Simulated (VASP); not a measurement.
# TePb (Fm-3m) in VASP: further runs

Aim: see how the results for TePb move with the level of theory and the settings. Levels: r2SCAN+rVV10, LDA. Tasks: band structure.

Everything below comes from runs of VASP 6.6.1. Logs are shortened: lines on timing, memory, paths and dates and some standing lists are left out, and cuts for length are marked.

**Experimental background.**

From a printed reference work, monograph, for a bulk crystal of TePb at 4.2 K: band gap 0.19 eV (direct).

The results are compared with them further down.

### 1 The structure

The structure is cubic, space group Fm-3m (No. 225). Conventional cell: a = 6.499 Å, b = 6.499 Å, c = 6.499 Å, α = 90.00°, β = 90.00°, γ = 90.00°. Pb (site symmetry m-3m) has 6 Te at 3.25 Å as nearest neighbours. Te (site symmetry m-3m) has 6 Pb at 3.25 Å as nearest neighbours.

The cell is a database's computed one.

### 2 Band structure, r2SCAN+rVV10

INCAR

```
SYSTEM = TePb
PREC = Accurate
ENCUT = 520
EDIFF = 1E-7
ISMEAR = 0
SIGMA = 0.02
LREAL = .False.
LASPH = .True.
NELM = 100
ALGO = Normal
ISIF = 2
LWAVE = .False.
LCHARG = .False.
METAGGA = R2SCAN
LMIXTAU = .True.
LUSE_VDW = .True.
IVDW_NL = 2
BPARAM = 11.95
CPARAM = 0.0093
```

KPOINTS

```
Automatic mesh
0
Gamma
  9 9 9
  0 0 0
```

POSCAR

```
TePb                                    
1.0
   -0.0000000000      3.2496760864      3.2496760864
    3.2496760864      0.0000000000      3.2496760864
    3.2496760864      3.2496760864      0.0000000000
  Pb              Te            
     1     1
Direct
     0.0000000000000000    0.0000000000000000    0.0000000000000000
     0.5000000000000000    0.5000000000000000    0.5000000000000000
```

KPOINTS_OPT

```
path GXWKGLUWLK,UX
20
line-mode
reciprocal
 0.0000000000  0.0000000000  0.0000000000  G
 0.5000000000  0.0000000000  0.5000000000  X

 0.5000000000  0.0000000000  0.5000000000  X
 0.5000000000  0.2500000000  0.7500000000  W

 0.5000000000  0.2500000000  0.7500000000  W
 0.3750000000  0.3750000000  0.7500000000  K

 0.3750000000  0.3750000000  0.7500000000  K
 0.0000000000  0.0000000000  0.0000000000  G

 0.0000000000  0.0000000000  0.0000000000  G
 0.5000000000  0.5000000000  0.5000000000  L

 0.5000000000  0.5000000000  0.5000000000  L
 0.6250000000  0.2500000000  0.6250000000  U

 0.6250000000  0.2500000000  0.6250000000  U
 0.5000000000  0.2500000000  0.7500000000  W

 0.5000000000  0.2500000000  0.7500000000  W
 0.5000000000  0.5000000000  0.5000000000  L

 0.5000000000  0.5000000000  0.5000000000  L
 0.3750000000  0.3750000000  0.7500000000  K

 0.6250000000  0.2500000000  0.6250000000  U
 0.5000000000  0.0000000000  0.5000000000  X
```

Potentials or basis: VASP PAW PBE potentials, release 64 (Pb_d, Te).

The run is started by

```sh
cat potpaw_PBE.64/Pb_d/POTCAR potpaw_PBE.64/Te/POTCAR > POTCAR
mpirun -np 1 vasp_std > vasp.out
```

OUTCAR:

```text
SYSTEM = TePb
   PREC = Accurate
   ENCUT = 520
   EDIFF = 1E-7
   ISMEAR = 0
   LREAL = .False.
   LASPH = .True.
   NELM = 100
   ISIF = 2
   METAGGA = R2SCAN
   IVDW_NL = 2
   BPARAM = 11.95

 ion  position               nearest neighbor table
   1  0.000  0.000  0.000-   2 3.25   2 3.25   2 3.25   2 3.25   2 3.25   2 3.25
   2  0.500  0.500  0.500-   1 3.25   1 3.25   1 3.25   1 3.25   1 3.25   1 3.25

  LATTYP: Found a face centered cubic cell.
 ALAT       =     6.4993521728

  Lattice vectors:

 A1 = (   0.0000000000,   3.2496760864,   3.2496760864)
 A2 = (   3.2496760864,   0.0000000000,   3.2496760864)
 A3 = (   3.2496760864,   3.2496760864,   0.0000000000)

Analysis of symmetry for initial positions (statically):
=====================================================================
 Subroutine PRICEL returns:
 Original cell was already a primitive cell.

 Routine SETGRP: Setting up the symmetry group for a
 face centered cubic supercell.

 Subroutine GETGRP returns: Found 48 space group operations
 (whereof 48 operations were pure point group operations)
 out of a pool of 48 trial point group operations.

The static configuration has the point symmetry O_h .

Analysis of symmetry for dynamics (positions and initial velocities):
=====================================================================
 Subroutine PRICEL returns:
 Original cell was already a primitive cell.

 Routine SETGRP: Setting up the symmetry group for a
 face centered cubic supercell.

 Subroutine GETGRP returns: Found 48 space group operations
 (whereof 48 operations were pure point group operations)
 out of a pool of 48 trial point group operations.

The dynamic configuration has the point symmetry O_h .

 Subroutine INISYM returns: Found 48 space group operations
 (whereof 48 operations are pure point group operations),
 and found     1 'primitive' translations

----------------------------------------------------------------------------------------

                                     Primitive cell

  volume of cell :      68.6357

  direct lattice vectors                    reciprocal lattice vectors
     0.000000000  3.249676086  3.249676086    -0.153861489  0.153861489  0.153861489
     3.249676086  0.000000000  3.249676086     0.153861489 -0.153861489  0.153861489
     3.249676086  3.249676086  0.000000000     0.153861489  0.153861489 -0.153861489

  length of vectors
     4.595735995  4.595735995  4.595735995     0.266495916  0.266495916  0.266495916

  position of ions in fractional coordinates (direct lattice)
     0.000000000  0.000000000  0.000000000
     0.500000000  0.500000000  0.500000000

  ion indices of the primitive-cell ions
   primitive index   ion index
                 1           1
                 2           2

----------------------------------------------------------------------------------------

 KPOINTS: Automatic mesh

Automatic generation of k-mesh.
 Grid dimensions read from file:
 generate k-points for:    9    9    9

 Generating k-lattice:

  Cartesian coordinates                     Fractional coordinates (reciprocal lattice)
    -0.017095721  0.017095721  0.017095721     0.111111111  0.000000000  0.000000000
     0.017095721 -0.017095721  0.017095721     0.000000000  0.111111111  0.000000000
     0.017095721  0.017095721 -0.017095721     0.000000000  0.000000000  0.111111111

  Length of vectors
     0.029610657  0.029610657  0.029610657

  Shift w.r.t. Gamma in fractional coordinates (k-lattice)
     0.000000000  0.000000000  0.000000000

 Subroutine IBZKPT returns following result:
 ===========================================

 Found     35 irreducible k-points:

 Following reciprocal coordinates:
            Coordinates               Weight
  0.000000  0.000000  0.000000      1.000000
  0.111111  0.000000  0.000000      8.000000
  0.222222  0.000000  0.000000      8.000000
  0.333333  0.000000  0.000000      8.000000
  0.444444  0.000000  0.000000      8.000000
  0.111111  0.111111  0.000000      6.000000
[... 16 lines left out ...]
 -0.333333  0.333333  0.000000     12.000000
  0.444444  0.444444  0.000000      6.000000
 [... further k-points ...]
   k-points           NKPTS =     35   k-points in BZ     NKDIM =     35   number of bands    NBANDS=     14
   number of dos      NEDOS =    301   number of ions     NIONS =      2
   total plane-waves  NPLWV =  46656
   dimension x,y,z NGX =    36 NGY =   36 NGZ =   36
   dimension x,y,z NGXF=    72 NGYF=   72 NGZF=   72
   ions per type =               1   1
   NGX,Y,Z   is equivalent  to a cutoff of  13.02, 13.02, 13.02 a.u.
   NGXF,Y,Z  is equivalent  to a cutoff of  26.05, 26.05, 26.05 a.u.
 SYSTEM =  TePb
   PREC   = accura    normal or accurate (medium, high low for compatibility)
   ISTART =      0    job   : 0-new  1-cont  2-samecut
   ICHARG =      2    charge: 1-file 2-atom 10-const
   ISPIN  =      1    spin polarized calculation?
   LNONCOLLINEAR =      F non collinear calculations
   LSORBIT =      F    spin-orbit coupling
   LASPH  =      T    aspherical Exc in radial PAW
   ENCUT  =  520.0 eV  38.22 Ry    6.18 a.u.   8.55  8.55  8.55*2*pi/ulx,y,z
   NELM   =    100;   NELMIN=  2; NELMDL= -5     # of ELM steps
   EDIFF  = 0.1E-06   stopping-criterion for ELM
   LREAL  =      F    real-space projection
   EDIFFG = 0.1E-05   stopping-criterion for IOM
   NSW    =      0    number of steps for IOM
   IBRION =     -1    ionic relax: 0-MD 1-quasi-New 2-CG
   NFREE  =      0    steps in history (QN), initial steepest desc. (CG)
   ISIF   =      2    stress and relaxation
   ISYM   =      2    0-nonsym 1-usesym 2-fastsym
   POTIM  = 0.5000    time-step for ionic-motion
   TEBEG  =    0.0;   TEEND  =   0.0 temperature during run
   PSTRESS=    0.0 pullay stress
   NELECT =      20.0000    total number of electrons
   NUPDOWN=      -1.0000    fix difference up-down
   EMIN   =  10.00;   EMAX   =-10.00  energy-range for DOS
   EFERMI =   0.00;   METHOD = LEGACY
   ISMEAR =     0;   SIGMA  =   0.02  broadening in eV -4-tet -1-fermi 0-gaus
   EFERMI_NEDOS =   21; number of points for ismear=-14 and -15
   IALGO  =     38    algorithm
   IMIX   =      4    mixing-type and parameters
     AMIX     =   0.40;   BMIX     =  1.00
     AMIX_MAG =   1.60;   BMIX_MAG =  1.00
  volume/ion in A,a.u.               =      34.32       231.59
  Fermi-wavevector in a.u.,A,eV,Ry     =   1.085346  2.051006 16.027327  1.177975
  Thomas-Fermi vector in A             =   2.221457
   LORBIT       =      0    0 simple, 1 ext, 2 COOP (PROOUT), +10 PAW based schemes
   METAGGA = R2SCAN    functional components
   LHFCALC =     F    Hartree Fock is set to
   AEXX    =    0.0000 exact exchange contribution
   IVDW_NL    =     2    kernel type
   BPARAM     =11.9500
   IVDW    =     0    specifies the selected vdW correction
   LEPSILON=     F    determine dielectric tensor
   LRPA    =     F    only Hartree local field effects (RPA)
 non-spin polarized calculation
 Gauss-broadening in eV      SIGMA  =   0.02
  energy-cutoff  :      520.00
  volume of cell :       68.64
 maximum number of plane-waves:      1868
 NGX is ok and might be reduce to    36
   NGX = 17   NGY = 17   NGZ = 17

 number of electron      20.0000003 magnetization

 Free energy of the ion-electron system (eV)
  ---------------------------------------------------
  ext. energy  EPLUGINS =         0.00000000
  ---------------------------------------------------
  free energy    TOTEN  =       -82.14334589 eV

  energy without entropy =      -82.14334589  energy(sigma->0) =      -82.14334589

 E-fermi :   5.3725     XC(G=0):  -9.7825

 val. band max:        5.2136045622   @ k =   0.4444   0.0000   0.0000
 cond. band min:       6.3904352511   @ k =   0.4444   0.0000   0.0000
 fundamental gap:      1.1768306889
 Fermi energy:         5.3725023149

 k-point     1 :       0.0000    0.0000    0.0000
  band No.  band energies     occupation
      1     -12.0399      2.00000
      2     -12.0399      2.00000
      3     -12.0287      2.00000
      4     -12.0287      2.00000
      5     -12.0287      2.00000
      6      -7.0996      2.00000
      7      -0.3923      2.00000
      8       3.8461      2.00000
      9       3.8461      2.00000
     10       3.8461      2.00000
     11       9.5974      0.00000
     12       9.5974      0.00000
     13       9.5974      0.00000
     14      11.4549      0.00000

 k-point     2 :       0.1111    0.0000    0.0000
  band No.  band energies     occupation
      1     -12.0414      2.00000
      2     -12.0414      2.00000
      3     -12.0284      2.00000
      4     -12.0271      2.00000
      5     -12.0271      2.00000
      6      -6.9906      2.00000
      7      -0.7687      2.00000
      8       3.8794      2.00000
      9       3.8794      2.00000
     10       4.0689      2.00000
     11       8.9622      0.00000
     12       9.0912      0.00000
     13       9.0912      0.00000
     14      11.2938      0.00000

 k-point     3 :       0.2222    0.0000    0.0000
  band No.  band energies     occupation
      1     -12.0458      2.00000
      2     -12.0458      2.00000
      3     -12.0277      2.00000
      4     -12.0224      2.00000
      5     -12.0224      2.00000
      6      -6.6738      2.00000
      7      -1.6424      2.00000
      8       3.9810      2.00000
      9       3.9810      2.00000
     10       4.5084      2.00000
     11       7.8991      0.00000
     12       8.1528      0.00000
     13       8.1528      0.00000
     14      11.4571      0.00000
[... 324 lines left out ...]
 k-point    23 :      -0.3333    0.3333    0.0000
  band No.  band energies     occupation
      1     -12.0781      2.00000
      2     -12.0445      2.00000
      3     -12.0244      2.00000
      4     -12.0148      2.00000
      5     -12.0099      2.00000
      6      -5.3276      2.00000
      7      -3.0879      2.00000
      8       1.3716      2.00000
      9       3.2821      2.00000
     10       3.6301      2.00000
     11       8.4491      0.00000
     12       8.4532      0.00000
     13      11.0753      0.00000
     14      11.7229      0.00000

 k-point    24 :       0.4444    0.4444    0.0000
  band No.  band energies     occupation
      1     -12.1015      2.00000
      2     -12.0376      2.00000
      3     -12.0296      2.00000
      4     -12.0049      2.00000
      5     -12.0049      2.00000
      6      -5.4505      2.00000
      7      -2.1903      2.00000
      8       0.9167      2.00000
      9       2.4338      2.00000
     10       2.4338      2.00000
     11       8.9095      0.00000
     12      10.9574      0.00000
     13      10.9574      0.00000
     14      11.9513      0.00000

 [... further k-points ...]

------------------------ aborting loop because EDIFF is reached ----------------------------------------

  FORCE on cell =-STRESS in cart. coord.  units (eV):
  Direction    XX          YY          ZZ          XY          YZ          ZX
  --------------------------------------------------------------------------------------
  -------------------------------------------------------------------------------------
  Total       -0.0190257     -0.0190257     -0.0190257      0.0000000      0.0000000      0.0000000
  in kB       -0.4441207     -0.4441207     -0.4441207      0.0000000      0.0000000      0.0000000
  external PRESSURE =      -0.4441207 kB  Pullay stress =       0.0000000 kB

 VOLUME and BASIS-vectors are now :
 -----------------------------------------------------------------------------
  energy-cutoff  :      520.00
  volume of cell :       68.64
      direct lattice vectors                 reciprocal lattice vectors
     0.000000000  3.249676086  3.249676086    -0.153861489  0.153861489  0.153861489
     3.249676086  0.000000000  3.249676086     0.153861489 -0.153861489  0.153861489
     3.249676086  3.249676086  0.000000000     0.153861489  0.153861489 -0.153861489

 POSITION                                       TOTAL-FORCE (eV/Angst)
 -----------------------------------------------------------------------------------
      0.00000      0.00000      0.00000         0.000000      0.000000      0.000000
      3.24968      3.24968      3.24968         0.000000      0.000000      0.000000
 -----------------------------------------------------------------------------------
    total drift:                               -0.000000      0.000000      0.000000

  FREE ENERGIE OF THE ION-ELECTRON SYSTEM (eV)
  ---------------------------------------------------
  free  energy   TOTEN  =       -82.1433458922 eV

  energy  without entropy=      -82.1433458922  energy(sigma->0) =      -82.14334589
```

Run time: 13 min. Hardware: 1 thread of Intel Xeon Platinum 8259CL at 2.50GHz (Skylake/Cascade Lake), shared host; peak memory 0.41 GiB.

Results:

```
Free energy             : -82.1433 eV
Pressure                : 0.0 GPa
Band gap along the path : 1.03 eV, direct
```

Levels at the corners of the path, in eV from the Fermi level:
| point | band 8 | band 9 | band 10 | band 11 | band 12 | band 13 |
| --- | --- | --- | --- | --- | --- | --- |
| Γ | -1.53 | -1.53 | -1.53 | 4.22 | 4.22 | 4.22 |
| X | -4.67 | -2.97 | -2.97 | 3.50 | 5.66 | 5.66 |
| X | -4.67 | -2.97 | -2.97 | 3.50 | 5.66 | 5.66 |
| W | -3.95 | -3.95 | -0.51 | 1.80 | 5.44 | 5.44 |
| W | -3.95 | -3.95 | -0.51 | 1.80 | 5.44 | 5.44 |
| K | -4.29 | -2.46 | -2.20 | 3.73 | 3.89 | 5.37 |
| K | -4.29 | -2.46 | -2.20 | 3.73 | 3.89 | 5.37 |
| Γ | -1.53 | -1.53 | -1.53 | 4.22 | 4.22 | 4.22 |
| Γ | -1.53 | -1.53 | -1.53 | 4.22 | 4.22 | 4.22 |
| L | -1.06 | -1.06 | -0.10 | 0.92 | 1.35 | 1.35 |
| L | -1.06 | -1.06 | -0.10 | 0.92 | 1.35 | 1.35 |
| U | -4.29 | -2.46 | -2.20 | 3.73 | 3.89 | 5.37 |
| U | -4.29 | -2.46 | -2.20 | 3.73 | 3.89 | 5.37 |
| W | -3.95 | -3.95 | -0.51 | 1.80 | 5.44 | 5.44 |
| W | -3.95 | -3.95 | -0.51 | 1.80 | 5.44 | 5.44 |
| L | -1.06 | -1.06 | -0.10 | 0.92 | 1.35 | 1.35 |
| L | -1.06 | -1.06 | -0.10 | 0.92 | 1.35 | 1.35 |
| K | -4.29 | -2.46 | -2.20 | 3.73 | 3.89 | 5.37 |
| U | -4.29 | -2.46 | -2.20 | 3.73 | 3.89 | 5.37 |
| X | -4.67 | -2.97 | -2.97 | 3.50 | 5.66 | 5.66 |

Caveat: this odd mesh misses L, where the gap lies, so gap, dielectric constants and Born charges aren't listed; the PAW data sets were made with another functional, which shifts forces and pressure a little; spin-orbit coupling is left out, which moves the levels of the heavy elements.

### 3 Band structure, LDA

This run uses another cell than the first one, of 32.28 Å³/atom, 0.941 times its volume.

INCAR

```
SYSTEM = TePb
PREC = Accurate
ENCUT = 300
EDIFF = 1E-6
ISMEAR = 0
SIGMA = 0.02
LREAL = .FALSE.
LASPH = .TRUE.
NELM = 60
ALGO = Fast
ISIF = 2
LWAVE = .FALSE.
LCHARG = .FALSE.
GGA = CA
NBANDS = 17
```

KPOINTS

```
Automatic mesh
0
G
  5 5 5
  0 0 0
```

POSCAR

```
TePb                                    
1.0
    0.0000000000      3.1841003656      3.1841003656
    3.1841003656      0.0000000000      3.1841003656
    3.1841003656      3.1841003656      0.0000000000
  Pb              Te            
     1     1
Direct
     0.0000000000000000    0.0000000000000000    0.0000000000000000
     0.5000000000000000    0.5000000000000000    0.5000000000000000
```

Changes to KPOINTS_OPT since step 2:

```diff
@@ -1,3 +1,3 @@
 path GXWKGLUWLK,UX
-20
+10
 line-mode
```

Potentials or basis: VASP PAW LDA potentials, release 64 (Pb_d, Te).

The run is started by

```sh
cat potpaw_LDA.64/Pb_d/POTCAR potpaw_LDA.64/Te/POTCAR > POTCAR
mpirun -np 1 vasp_std > vasp.out
```

Wall time 21 s (1 thread of Intel Xeon Platinum 8488C (Sapphire Rapids), shared host); peak memory 0.14 GiB.

The run converged. Its results:

```
Free energy             : -8.7745 eV
Pressure                : 0.0 GPa
Band gap along the path : 0.54 eV, direct
```

Levels at the corners of the path, in eV from the Fermi level:
```csv
point,band 6,band 7,band 8,band 9,band 10,band 11,band 12,band 13,band 14,band 15
Γ,-12.37,-5.51,-1.46,-1.46,-1.46,4.09,4.09,4.09,5.74,5.74
X,-10.52,-7.37,-4.82,-3.01,-3.01,3.12,5.60,5.60,6.92,10.25
X,-10.52,-7.37,-4.82,-3.01,-3.01,3.12,5.60,5.60,6.92,10.25
W,-10.35,-8.15,-4.06,-4.06,-0.35,1.60,5.21,5.21,6.95,6.95
W,-10.35,-8.15,-4.06,-4.06,-0.35,1.60,5.21,5.21,6.95,6.95
K,-10.42,-8.14,-4.41,-2.48,-2.22,3.60,3.83,5.07,6.07,8.94
K,-10.42,-8.14,-4.41,-2.48,-2.22,3.60,3.83,5.07,6.07,8.94
Γ,-12.37,-5.51,-1.46,-1.46,-1.46,4.09,4.09,4.09,5.74,5.74
Γ,-12.37,-5.51,-1.46,-1.46,-1.46,4.09,4.09,4.09,5.74,5.74
L,-10.82,-8.82,-0.95,-0.95,0.07,0.61,1.15,1.15,8.41,9.26
L,-10.82,-8.82,-0.95,-0.95,0.07,0.61,1.15,1.15,8.41,9.26
U,-10.42,-8.14,-4.41,-2.48,-2.22,3.60,3.83,5.07,6.07,8.94
U,-10.42,-8.14,-4.41,-2.48,-2.22,3.60,3.83,5.07,6.07,8.94
W,-10.35,-8.15,-4.06,-4.06,-0.35,1.60,5.21,5.21,6.95,6.95
W,-10.35,-8.15,-4.06,-4.06,-0.35,1.60,5.21,5.21,6.95,6.95
L,-10.82,-8.82,-0.95,-0.95,0.07,0.61,1.15,1.15,8.41,9.26
L,-10.82,-8.82,-0.95,-0.95,0.07,0.61,1.15,1.15,8.41,9.26
K,-10.42,-8.14,-4.41,-2.48,-2.22,3.60,3.83,5.07,6.07,8.94
U,-10.42,-8.14,-4.41,-2.48,-2.22,3.60,3.83,5.07,6.07,8.94
X,-10.52,-7.37,-4.82,-3.01,-3.01,3.12,5.60,5.60,6.92,10.25
```

Caveat: this odd mesh misses L, where the gap lies, so gap, dielectric constants and Born charges aren't listed; spin-orbit coupling is left out, which moves the levels of the heavy elements.

### 4 Comparison with measurements

Step 2. A measured gap of TePb is 0.19 eV (direct; 4.2 K; a printed reference work, monograph); the calculated 1.03 eV misses it by +0.84 eV. Spin-orbit coupling on Pb, Te is left out. The value is that of r2SCAN+rVV10, without temperature or zero-point motion. The cell is a database's relaxed one, not the measured one, which moves gaps too.

Step 3. A measured gap of TePb is 0.19 eV (direct; 4.2 K; a printed reference work, monograph); the calculated 0.54 eV misses it by +0.35 eV. Spin-orbit coupling on Pb, Te is left out. The value is that of LDA, without temperature or zero-point motion. The cell is a database's relaxed one, not the measured one, which moves gaps too.
